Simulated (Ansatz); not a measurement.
CdS (Hawleyite):

```
Cd S
1.0
     0.00000    2.91650    2.91650
     2.91650    0.00000    2.91650
     2.91650    2.91650    0.00000
Cd S
1 1
Direct
  0.00000 0.00000 0.00000
  0.75000 0.75000 0.75000
```

Program: Ansatz 0.2.0. Alike in all runs: potentials or basis Ansatz PAW; no spin polarisation; cell as given.

Question: Order these runs on this cell by their band gap on the k mesh, lowest first.
A. level PBE; k mesh 8 × 8 × 8; cutoff (eV) 420; smearing gaussian 0.011 eV; mesh quality not flagged
B. level r2SCANh; k mesh 4 × 4 × 4; cutoff (eV) 500; smearing fermi-dirac 0.05 eV; points for each segment of the path 4; mesh quality coarse
C. level LDA; k mesh 8 × 8 × 8; cutoff (eV) 420; smearing fermi-dirac 0.05 eV; points for each segment of the path 14; mesh quality not flagged
D. level r2SCAN0; k mesh 4 × 4 × 4; cutoff (eV) 500; smearing fermi-dirac 0.05 eV; points for each segment of the path 4; mesh quality coarse
E. level HF; k mesh 4 × 4 × 4; cutoff (eV) 420; smearing fermi-dirac 0.05 eV; points for each segment of the path 4; mesh quality coarse

Answer: C (0.86 eV), A (1.15 eV), B (2.19 eV), D (3.11 eV), E (8.56 eV).

Caveats: some runs use coarse meshes.
